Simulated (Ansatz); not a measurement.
**MnS in Ansatz: the effect of starting spin order**

Crystal: MnS.

```
Mn S
1.0
     0.00000    2.47346    2.47346
     2.47346    0.00000    2.47346
     2.47346    2.47346    0.00000
Mn S
1 1
Direct
  0.00000 0.00000 0.00000
  0.75000 0.75000 0.75000
```

The cell is a database's computed one.

Alike in all runs:

```yaml
Program: Ansatz 0.2.0
Task: single point
Functional: PBE
Potentials_or_basis: Ansatz PAW
Cutoff: "420 eV (not typed: the program's choice for these potentials)"
k_mesh: 9 × 9 × 9
Occupations: fermi-dirac, width 0.05 eV
```

| starting spin order | spin | starting moments | energy over the lowest run (meV/atom) | pressure (GPa) | final net moment (μB) | final largest site moment (μB) |
| --- | --- | --- | --- | --- | --- | --- |
| spin off | no spin polarisation | - | ? | ? | ? | ? |
| fm | collinear spin, ferromagnetic start | [4.0, 0.0] μB | 0.0 | 3.0 | 0.22 | 0.19 |
| random | collinear spin, random start | [0.92, 0.0] μB | 0.0 | 3.0 | 0.22 | 0.19 |

Q: What does the run with starting spin order spin off give?

A: Energy over the lowest run 1.0 meV/atom; pressure 2.9 GPa; final net moment 0.00 μB; final largest site moment 0.00 μB.

Caveats: the moment fell far below its start of 4 μB, so a state of higher moment may lie lower in energy (some runs); the starting moments weren't kept (some runs).
